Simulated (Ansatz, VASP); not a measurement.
# SnO2 in VASP and in Ansatz

File INCAR:

```
SYSTEM = SnO2
PREC = Accurate ; ENCUT = 520
EDIFF = 1E-6 ; ISMEAR = 0
SIGMA = 0.05 ; LREAL = .False.
LASPH = .True. ; NELM = 100
ALGO = Normal ; ISIF = 2
LWAVE = .False. ; LCHARG = .True.
LELF = .True. ; LVHAR = .True.
NBANDS = 20
```

Contents of KPOINTS:

```
Automatic mesh
0
Gamma
  12 12 12
  0 0 0
```

POSCAR

```
SnO2
1.0
    1.6170930752      0.9336291223      4.8005925840
   -1.6170930752      0.9336291223      4.8005925840
    0.0000000000     -1.8672582446      4.8005925840
Sn O
1 2
Direct
    0.4721771370      0.4721771370      0.5780359165
    0.2371700000      0.2371700000      0.2371700000
    0.7628300000      0.7628300000      0.7628300000
```

Input for Ansatz:

```yaml
crystal:
  lattice:
    - [1.6170930752, 0.9336291223, 4.800592584]
    - [-1.6170930752, 0.9336291223, 4.800592584]
    - [0.0, -1.8672582446, 4.800592584]
  atoms:
    - { symbol: Sn, position: [0.472177137, 0.472177137, 0.5780359165] }
    - { symbol: O, position: [0.23717, 0.23717, 0.23717] }
    - { symbol: O, position: [0.76283, 0.76283, 0.76283] }
basis:
  ecutwfc: 420
kpoints:
  mp_grid: { grid: [12, 12, 12] }
hamiltonian:
  xc: lda
scf:
  occupations: { method: gaussian, width: 0.05 }
output:
  forces: true
  stress: true
  eigenvalues: true
```

Change from the starting cell: all Sn atoms moved +0.225 Å, as atom 1 towards its neighbour atom 2 (O) at 2.125 Å.

Alike in both runs: task single point; functional LDA; k mesh 12 × 12 × 12; occupations gaussian, width 0.05 eV; no spin polarisation.

|  | VASP | Ansatz |
| --- | --- | --- |
| version | VASP 6.6.1 | Ansatz 0.2.0 |
| potentials or method | VASP PAW LDA potentials, release 64 (Sn_d, O) | scalar-relativistic, plane waves, PAW |
| plane-wave cutoff (eV) | 520 | 420 |
| valence electrons in the cell | 26 | 26 |

```tsv
	VASP	Ansatz	Ansatz less VASP
gap on the k mesh at the Fermi level (eV)	1.68	1.69	+0.006
least direct gap on the mesh (eV)	1.84	1.84	+0.001
pressure (GPa)	-3.8	-4.5	-0.69
largest component of the traceless stress (GPa)	6.75	6.70	-0.049
rms of the force components (eV/Å)	1.705	1.674	-0.0308
```

Atom by atom the forces differ by 0.049 eV/Å (rms over components).

Caveats: spin-orbit coupling is left out, which moves the levels of the heavy elements; forces of over 1 eV/Å show positions far from the minimum, so gaps and moduli don't describe the material at rest. A k mesh can miss the band edges.
